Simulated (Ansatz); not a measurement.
# ZnCu: further runs on the relaxed cell

The task here is to estimate one member of a computed series from the others.

Computed with Ansatz 0.2.0 (DFT PBEsol, scalar-relativistic, plane waves, PAW, unless a step's input says otherwise).

1 further run of the same task is left out (set aside as unsound or not needed).

## The starting structure

Symmetry: Pm-3m, No. 221, cubic system. The conventional cell has a = 2.908 Å, b = 2.908 Å, c = 2.908 Å, α = 90.00°, β = 90.00°, γ = 90.00°. Zn (site symmetry m-3m) is surrounded by 8 Cu at 2.52 Å. Cu (site symmetry m-3m) has 8 Zn at 2.52 Å as nearest neighbours.

Structure file:

```
Zn Cu
1.0
     2.90788    0.00000    0.00000
     0.00000    2.90788    0.00000
     0.00000    0.00000    2.90788
Zn Cu
1 1
Cartesian
  1.4539 1.4539 1.4539
  0.0000 0.0000 0.0000
```

This cell was relaxed beforehand with the same method: volume 12.29 Å³/atom, gap on the mesh none (metal).

The first run:

File input.yaml:

```yaml
crystal:
  lattice:
    - [2.9078796975, 0.0, 0.0]
    - [0.0, 2.9078796975, 0.0]
    - [0.0, 0.0, 2.9078796975]
  atoms:
    - { symbol: Zn, position: [0.5, 0.5, 0.5] }
    - { symbol: Cu, position: [0.0, 0.0, 0.0] }
basis:
  ecutwfc: 420
kpoints:
  mp_grid: { grid: [14, 14, 14] }
  band_path:
    path:
      - [[0.0, 0.0, 0.0], [0.0, 0.5, 0.0], [0.5, 0.5, 0.0], [0.0, 0.0, 0.0], [0.5, 0.5, 0.5], [0.0, 0.5, 0.0]]
      - [[0.5, 0.5, 0.5], [0.5, 0.5, 0.0]]
    npoints: 14
hamiltonian:
  xc: pbesol
scf:
  occupations: { method: gaussian, width: 0.1 }
  n_extra_bands: 6
output:
  forces: true
  stress: true
  eigenvalues: true
  populations: true
  dos: { projected: true, de: 0.02, nscf_kmesh: { grid: [21, 21, 21] } }
  bader: true
  write_density: true
  write_potential: true
  elf: true
  volumetric_format: npy
```

On the command line:

```console
$ ansatz run input.yaml --threads 1 --pin off --max-ram 2560MiB --backend cpu --events-out ev --progress --plain --runs-dir out
```

Among the steps run: Static run: bands, density of states and charges; Back to the database's cell; Point at V/V0 = 0.97; The cell scaled to 1.03 of its volume; Volume × 0.94; Volume × 1.06; The cell scaled to 0.91 of its volume; Point at V/V0 = 1.10; Point at V/V0 = 0.88.

One of the session's tables, all rows but one given; the rest of the session is left out.

It belongs to the step «Equation of state». 

| volume (Å³/atom) | energy above the lowest point (meV/atom) | pressure (GPa) |
| --- | --- | --- |
| 10.819 | 98.1 | 24.13 |
| 11.188 | 51.7 | 16.40 |
| 11.557 | 21.6 | 9.94 |
| 11.925 | 5.1 | 4.54 |
| 12.294 | 0.0 | 0.02 |
| 12.663 | ? | ? |
| 13.032 | 16.9 | -6.92 |
| 13.524 | 43.7 | -10.33 |

Estimate the missing values for volume (Å³/atom) = 12.663.

Worked estimate for «energy above the lowest point (meV/atom)». A straight line through the neighbours (12.294, 0.0) and (13.032, 16.9) gives 0.0 + (16.9 − 0.0) × (12.663 − 12.294) / (13.032 − 12.294) = 8.4; a parabola fitted to 4 rows on both sides gives 4.6.

As computed: energy above the lowest point (meV/atom): 4.5; pressure (GPa): -3.76. In «energy above the lowest point (meV/atom)» the line misses by +3.9 and the parabola by +0.1.
